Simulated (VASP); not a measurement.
# ZnO in VASP: further runs

The runs below take ZnO through work function, with PBEsol.

Everything below comes from runs of VASP 6.6.1. Logs are shortened: lines on timing, memory, paths and dates and some standing lists are left out, and cuts for length are marked.

## Step 1: Starting point

The cell holds a slab with vacuum, 20 atoms: a = 3.249 Å, b = 5.206 Å, c = 28.194 Å, α = 90.00°, β = 90.00°, γ = 90.00°.

## Step 2: Work function, PBEsol

Contents of INCAR:

```
PREC = Accurate
ENCUT = 520
EDIFF = 1E-6
ISMEAR = 0
SIGMA = 0.05
LREAL = False
LASPH = True
NELM = 100
ALGO = Fast
ISIF = 2
LWAVE = False
LCHARG = True
LDIPOL = True
IDIPOL = 3
DIPOL = 0.5 0.5 0.500
GGA = PS
LVHAR = True
LVACPOTAV = True
KPAR = 8
```

Contents of KPOINTS:

```
Automatic mesh
0
Gamma
  8 6 1
```

Contents of POSCAR:

```
ZnO
1.0
    3.2493080000      0.0000000000      0.0000000000
    0.0000000000      5.2057090000      0.0000000000
    0.0000000000      0.0000000000     28.1939275150
Zn O
10 10
Direct
    0.0000000000      0.5000000000      0.2837490447
    0.4999999999      0.0000000000      0.3170184225
    0.5000000000      0.5000000000      0.3835571779
    0.9999999999      0.0000000000      0.4168265557
    0.0000000000      0.5000000000      0.4833653111
    0.4999999999      0.0000000000      0.5166346889
    0.5000000000      0.5000000000      0.5831734443
    0.9999999999      0.0000000000      0.6164428221
    0.0000000000      0.5000000000      0.6829815775
    0.4999999999      0.0000000000      0.7162509553
    0.4999999999      0.3790100000      0.3170184225
    0.0000000000      0.8790100000      0.2837490447
    0.9999999999      0.3790100000      0.4168265557
    0.5000000000      0.8790100000      0.3835571779
    0.4999999999      0.3790100000      0.5166346889
    0.0000000000      0.8790100000      0.4833653111
    0.9999999999      0.3790100000      0.6164428221
    0.5000000000      0.8790100000      0.5831734443
    0.4999999999      0.3790100000      0.7162509553
    0.0000000000      0.8790100000      0.6829815775
```

Potentials or basis: VASP PAW PBE potentials, release 64 (Zn, O).

Run with:

```
$ cat potpaw_PBE.64/Zn/POTCAR potpaw_PBE.64/O/POTCAR > POTCAR
$ mpirun -np 8 vasp_std > vasp.out
```

OUTCAR:

```text
PREC = Accurate
   ENCUT = 520
   EDIFF = 1E-6
   ISMEAR = 0
   LREAL = False
   LASPH = True
   NELM = 100
   ISIF = 2
   GGA = PS

 ion  position               nearest neighbor table
   1  0.000  0.500  0.284-  12 1.97  11 1.98  11 1.98
   2  0.500  0.000  0.317-  11 1.97  14 1.98  12 1.98  12 1.98
   3  0.500  0.500  0.384-  14 1.97  11 1.98  13 1.98  13 1.98
   4  1.000  0.000  0.417-  13 1.97  16 1.98  14 1.98  14 1.98
   5  0.000  0.500  0.483-  16 1.97  13 1.98  15 1.98  15 1.98
   6  0.500  0.000  0.517-  15 1.97  18 1.98  16 1.98  16 1.98
   7  0.500  0.500  0.583-  18 1.97  15 1.98  17 1.98  17 1.98
   8  1.000  0.000  0.616-  17 1.97  20 1.98  18 1.98  18 1.98
   9  0.000  0.500  0.683-  20 1.97  17 1.98  19 1.98  19 1.98
  10  0.500  0.000  0.716-  19 1.97  20 1.98  20 1.98
  11  0.500  0.379  0.317-   2 1.97   3 1.98   1 1.98   1 1.98
  12  0.000  0.879  0.284-   1 1.97   2 1.98   2 1.98
  13  1.000  0.379  0.417-   4 1.97   5 1.98   3 1.98   3 1.98
  14  0.500  0.879  0.384-   3 1.97   2 1.98   4 1.98   4 1.98
  15  0.500  0.379  0.517-   6 1.97   7 1.98   5 1.98   5 1.98
  16  0.000  0.879  0.483-   5 1.97   4 1.98   6 1.98   6 1.98
  17  1.000  0.379  0.616-   8 1.97   9 1.98   7 1.98   7 1.98
  18  0.500  0.879  0.583-   7 1.97   6 1.98   8 1.98   8 1.98
  19  0.500  0.379  0.716-  10 1.97   9 1.98   9 1.98
  20  0.000  0.879  0.683-   9 1.97   8 1.98  10 1.98  10 1.98

  LATTYP: Found a simple orthorhombic cell.
 ALAT       =     3.2493080000
 B/A-ratio  =     1.6020977390
 C/A-ratio  =     8.6769021327

  Lattice vectors:

 A1 = (   3.2493080000,   0.0000000000,   0.0000000000)
 A2 = (   0.0000000000,   5.2057090000,   0.0000000000)
 A3 = (   0.0000000000,   0.0000000000,  28.1939275150)

Analysis of symmetry for initial positions (statically):
=====================================================================
 Subroutine PRICEL returns:
 Original cell was already a primitive cell.

 Routine SETGRP: Setting up the symmetry group for a
 simple orthorhombic supercell.

 Subroutine GETGRP returns: Found  4 space group operations
 (whereof  2 operations were pure point group operations)
 out of a pool of  8 trial point group operations.

The static configuration has the point symmetry C_1h.
 The point group associated with its full space group is C_2v.

Analysis of symmetry for dynamics (positions and initial velocities):
=====================================================================
 Subroutine PRICEL returns:
 Original cell was already a primitive cell.

 Routine SETGRP: Setting up the symmetry group for a
 simple orthorhombic supercell.

 Subroutine GETGRP returns: Found  4 space group operations
[... 150 lines left out ...]
   ISMEAR =     0;   SIGMA  =   0.05  broadening in eV -4-tet -1-fermi 0-gaus
   EFERMI_NEDOS =   21; number of points for ismear=-14 and -15
   IALGO  =     68    algorithm
   IMIX   =      4    mixing-type and parameters
     AMIX     =   0.40;   BMIX     =  1.00
     AMIX_MAG =   1.60;   BMIX_MAG =  1.00
  volume/ion in A,a.u.               =      23.84       160.91
  Fermi-wavevector in a.u.,A,eV,Ry     =   1.183106  2.235746 19.044607  1.399739
  Thomas-Fermi vector in A             =   2.319347
   LORBIT       =      0    0 simple, 1 ext, 2 COOP (PROOUT), +10 PAW based schemes
   GGA     = PS    functional components
   LHFCALC =     F    Hartree Fock is set to
   AEXX    =    0.0000 exact exchange contribution
   IVDW    =     0    specifies the selected vdW correction
   LEPSILON=     F    determine dielectric tensor
   LRPA    =     F    only Hartree local field effects (RPA)
 non-spin polarized calculation
 RMM-DIIS sequential band-by-band and
 Gauss-broadening in eV      SIGMA  =   0.05
  energy-cutoff  :      520.00
  volume of cell :      476.90
 maximum number of plane-waves:     12904
   NGX = 13   NGY = 19   NGZ =105

 dipolmoment           0.000000      0.000000      0.000000 electrons x Angstroem

 number of electron     180.0000029 magnetization

 dipolmoment           0.000000      0.000000     -0.000000 electrons x Angstroem

 Free energy of the ion-electron system (eV)
  ---------------------------------------------------
  ext. energy  EPLUGINS =         0.00000000
  ---------------------------------------------------
  free energy    TOTEN  =       -94.19190916 eV

  energy without entropy =      -94.19190916  energy(sigma->0) =      -94.19190916

 E-fermi :  -1.7293     XC(G=0):  -6.0622

 val. band max:       -1.9534237986   @ k =   0.0000   0.0000   0.0000
 cond. band min:      -1.5129138645   @ k =   0.0000   0.0000   0.0000
 fundamental gap:      0.4405099341
 Fermi energy:        -1.7293203849

 k-point     1 :       0.0000    0.0000    0.0000
  band No.  band energies     occupation
      1     -20.2622      2.00000
      2     -20.1894      2.00000
      3     -20.0355      2.00000
      4     -19.8212      2.00000
      5     -19.6244      2.00000
      6     -19.4825      2.00000
[... 2089 lines left out ...]
    101       4.3826      0.00000
    102       4.3826      0.00000
 [bands above 102 left out]

------------------------ aborting loop because EDIFF is reached ----------------------------------------

  FORCE on cell =-STRESS in cart. coord.  units (eV):
  Direction    XX          YY          ZZ          XY          YZ          ZX
  --------------------------------------------------------------------------------------
  -------------------------------------------------------------------------------------
  Total       -4.2058856     -4.9991354     -2.9139083      0.0000000      0.0000000      0.0000000
  in kB      -14.1299848    -16.7949662     -9.7894913      0.0000000      0.0000000      0.0000000
  external PRESSURE =     -13.5714807 kB  Pullay stress =       0.0000000 kB

 VOLUME and BASIS-vectors are now :
 -----------------------------------------------------------------------------
  energy-cutoff  :      520.00
  volume of cell :      476.90
      direct lattice vectors                 reciprocal lattice vectors
     3.249308000  0.000000000  0.000000000     0.307757836  0.000000000  0.000000000
     0.000000000  5.205709000  0.000000000     0.000000000  0.192096792  0.000000000
     0.000000000  0.000000000 28.193927515     0.000000000  0.000000000  0.035468631

 POSITION                                       TOTAL-FORCE (eV/Angst)
 -----------------------------------------------------------------------------------
      0.00000      2.60285      8.00000         0.000000      1.344083      1.259176
      1.62465      0.00000      8.93799         0.000000     -0.774694     -0.763677
      1.62465      2.60285     10.81398         0.000000      0.166087      0.177662
      3.24931      0.00000     11.75198         0.000000     -0.167599     -0.089029
      0.00000      2.60285     13.62797         0.000000     -0.048814      0.038810
      1.62465      0.00000     14.56596         0.000000     -0.048814     -0.038810
[... 12 lines left out ...]
      1.62465      1.97302     20.19393         0.000000     -0.675290     -0.190109
      0.00000      4.57587     19.25593         0.000000     -0.018772      0.912620
 -----------------------------------------------------------------------------------
    total drift:                                0.000002     -0.007179      0.000070

  FREE ENERGIE OF THE ION-ELECTRON SYSTEM (eV)
  ---------------------------------------------------
  free  energy   TOTEN  =       -94.1919091627 eV

  energy  without entropy=      -94.1919091627  energy(sigma->0) =      -94.19190916

 vacuum level on the upper side and lower side of the slab         3.216         3.216
```

stdout:

```text
POSCAR found type information on POSCAR ZnO
 POSCAR found :  2 types and      20 ions
 scaLAPACK will be used
 -----------------------------------------------------------------------------
|                                                                             |
[... 53 lines left out ...]
|     field-free region was found. Please increase the size of  your cell     |
|     in the dimension of the dipole correction to obtain accurate            |
|     workfunction values.                                                    |
|                                                                             |
 -----------------------------------------------------------------------------
```

Wall time 7.2 min (8 MPI ranks of Intel Xeon Platinum 8488C (Sapphire Rapids), shared host); peak memory 0.94 GiB.

What came out:

```
Free energy                            : -94.1919 eV
Largest force                          : 1.842 eV/Å
Band gap on the k mesh                 : 0.44 eV, direct
Ionisation potential of the upper face : 5.17 eV
```

Forces on the atoms (eV/Å):
```
Zn   0.000  1.344  1.259
Zn   0.000 -0.775 -0.764
Zn   0.000  0.166  0.178
Zn   0.000 -0.168 -0.089
Zn   0.000 -0.049  0.039
Zn   0.000 -0.049 -0.039
Zn   0.000 -0.168  0.089
Zn   0.000  0.166 -0.178
Zn   0.000 -0.775  0.764
Zn   0.000  1.344 -1.259
O    0.000 -0.019 -0.913
O    0.000 -0.675  0.190
O    0.000  0.081 -0.135
O    0.000  0.032  0.314
O    0.000  0.062 -0.065
O    0.000  0.062  0.065
O    0.000  0.032 -0.314
O    0.000  0.081  0.135
O    0.000 -0.675 -0.190
O    0.000 -0.019  0.913
```

Caveat: the PAW data sets were made with another functional, which shifts forces and pressure a little.

## Step 3: Work function, PBEsol

This run uses another cell than the first one, of 14.54 Å³/atom, 0.610 times its volume.

INCAR is that of step 2.

KPOINTS is that of step 2.

Contents of POSCAR:

```
ZnO
1.0
    3.2493080000      0.0000000000      0.0000000000
    0.0000000000      5.2057090000      0.0000000000
    0.0000000000      0.0000000000     17.1939275176
Zn O
10 10
Direct
    0.0000000000      0.5000000000      0.1454001709
    0.4999999999      0.0000000000      0.1999539909
    0.5000000000      0.5000000000      0.3090616305
    0.9999999999      0.0000000000      0.3636154504
    0.0000000000      0.5000000000      0.4727230900
    0.4999999999      0.0000000000      0.5272769100
    0.5000000000      0.5000000000      0.6363845496
    0.9999999999      0.0000000000      0.6909383695
    0.0000000000      0.5000000000      0.8000460091
    0.4999999999      0.0000000000      0.8545998291
    0.4999999999      0.3790100000      0.1999539909
    0.0000000000      0.8790100000      0.1454001709
    0.9999999999      0.3790100000      0.3636154504
    0.5000000000      0.8790100000      0.3090616305
    0.4999999999      0.3790100000      0.5272769100
    0.0000000000      0.8790100000      0.4727230900
    0.9999999999      0.3790100000      0.6909383695
    0.5000000000      0.8790100000      0.6363845496
    0.4999999999      0.3790100000      0.8545998291
    0.0000000000      0.8790100000      0.8000460091
```

Potentials or basis: VASP PAW PBE potentials, release 64 (Zn, O).

Run with:

```
$ cat potpaw_PBE.64/Zn/POTCAR potpaw_PBE.64/O/POTCAR > POTCAR
$ mpirun -np 8 vasp_std > vasp.out
```

OUTCAR:

```text
PREC = Accurate
   ENCUT = 520
   EDIFF = 1E-6
   ISMEAR = 0
   LREAL = False
   LASPH = True
   NELM = 100
   ISIF = 2
   GGA = PS

 ion  position               nearest neighbor table
   1  0.000  0.500  0.145-  12 1.97  11 1.98  11 1.98
   2  0.500  0.000  0.200-  11 1.97  14 1.98  12 1.98  12 1.98
   3  0.500  0.500  0.309-  14 1.97  11 1.98  13 1.98  13 1.98
   4  1.000  0.000  0.364-  13 1.97  16 1.98  14 1.98  14 1.98
[... 2352 lines left out ...]
  -------------------------------------------------------------------------------------
  Total       -4.1970242     -4.8133322     -3.1321187      0.0000000      0.0000000      0.0000000
  in kB      -23.1209776    -26.5161557    -17.2545221      0.0000000      0.0000000      0.0000000
  external PRESSURE =     -22.2972185 kB  Pullay stress =       0.0000000 kB

 VOLUME and BASIS-vectors are now :
 -----------------------------------------------------------------------------
  energy-cutoff  :      520.00
  volume of cell :      290.83
      direct lattice vectors                 reciprocal lattice vectors
     3.249308000  0.000000000  0.000000000     0.307757836  0.000000000  0.000000000
     0.000000000  5.205709000  0.000000000     0.000000000  0.192096792  0.000000000
     0.000000000  0.000000000 17.193927518     0.000000000  0.000000000  0.058160068

 POSITION                                       TOTAL-FORCE (eV/Angst)
 -----------------------------------------------------------------------------------
      0.00000      2.60285      2.50000         0.000000      1.324073      1.225041
      1.62465      0.00000      3.43799         0.000000     -0.764732     -0.753302
      1.62465      2.60285      5.31398         0.000000      0.163477      0.176001
      3.24931      0.00000      6.25198         0.000000     -0.166001     -0.087636
      0.00000      2.60285      8.12797         0.000000     -0.048783      0.038488
      1.62465      0.00000      9.06596         0.000000     -0.048783     -0.038488
[... 12 lines left out ...]
      1.62465      1.97302     14.69393         0.000000     -0.666032     -0.163128
      0.00000      4.57587     13.75593         0.000000     -0.016769      0.908771
 -----------------------------------------------------------------------------------
    total drift:                                0.000002     -0.006579      0.000069

  FREE ENERGIE OF THE ION-ELECTRON SYSTEM (eV)
  ---------------------------------------------------
  free  energy   TOTEN  =       -94.2260267249 eV

  energy  without entropy=      -94.2260267224  energy(sigma->0) =      -94.22602672
```

OSZICAR:

```text
N       E                     dE             d eps       ncg     rms          rms(c)
DAV:   1     0.225913432075E+04    0.22591E+04   -0.82146E+04  4336   0.228E+03
DAV:   2     0.402129633160E+03   -0.18570E+04   -0.17600E+04  4320   0.602E+02
DAV:   3    -0.584173175544E+02   -0.46055E+03   -0.44303E+03  4576   0.249E+02
[... 11 lines left out ...]
RMM:  15    -0.942259753670E+02   -0.63667E-04   -0.34891E-04  5083   0.569E-02    0.288E-02
RMM:  16    -0.942260127696E+02   -0.37403E-04   -0.12051E-04  5029   0.340E-02    0.144E-02
RMM:  17    -0.942260226211E+02   -0.98515E-05   -0.25530E-05  4658   0.141E-02    0.517E-03
RMM:  18    -0.942260263452E+02   -0.37241E-05   -0.71669E-06  3832   0.907E-03    0.419E-03
RMM:  19    -0.942260267249E+02   -0.37967E-06   -0.29845E-06  3603   0.562E-03
   1 F= -.94226027E+02 E0= -.94226027E+02  d E =-.254938E-08
```

stdout:

```text
POSCAR found type information on POSCAR ZnO
 POSCAR found :  2 types and      20 ions
 scaLAPACK will be used
 -----------------------------------------------------------------------------
|                                                                             |
|           W    W    AA    RRRRR   N    N  II  N    N   GGGG   !!!           |
[... 100 lines left out ...]
|                                                                             |
|     Did not find any points to average over, which means that no vacuum     |
|     field-free region was found. Please increase the size of  your cell     |
|     in the dimension of the dipole correction to obtain accurate            |
|     workfunction values.                                                    |
|
```

Wall time 2.9 min (8 MPI ranks of Intel Xeon Platinum 8488C (Sapphire Rapids), shared host); peak memory 0.63 GiB.

What came out:

* Free energy: -94.2260 eV
* Largest force: 1.804 eV/Å
* Band gap on the k mesh: 0.36 eV, direct

Forces on the atoms (eV/Å):
```
Zn   0.000  1.324  1.225
Zn   0.000 -0.765 -0.753
Zn   0.000  0.163  0.176
Zn   0.000 -0.166 -0.088
Zn   0.000 -0.049  0.038
Zn   0.000 -0.049 -0.038
Zn   0.000 -0.166  0.088
Zn   0.000  0.163 -0.176
Zn   0.000 -0.765  0.753
Zn   0.000  1.324 -1.225
O    0.000 -0.017 -0.909
O    0.000 -0.666  0.163
O    0.000  0.080 -0.133
O    0.000  0.033  0.309
O    0.000  0.062 -0.064
O    0.000  0.062  0.064
O    0.000  0.033 -0.309
O    0.000  0.080  0.133
O    0.000 -0.666 -0.163
O    0.000 -0.017  0.909
```

Caveat: the PAW data sets were made with another functional, which shifts forces and pressure a little.

(Continued in part 2 of 3.)
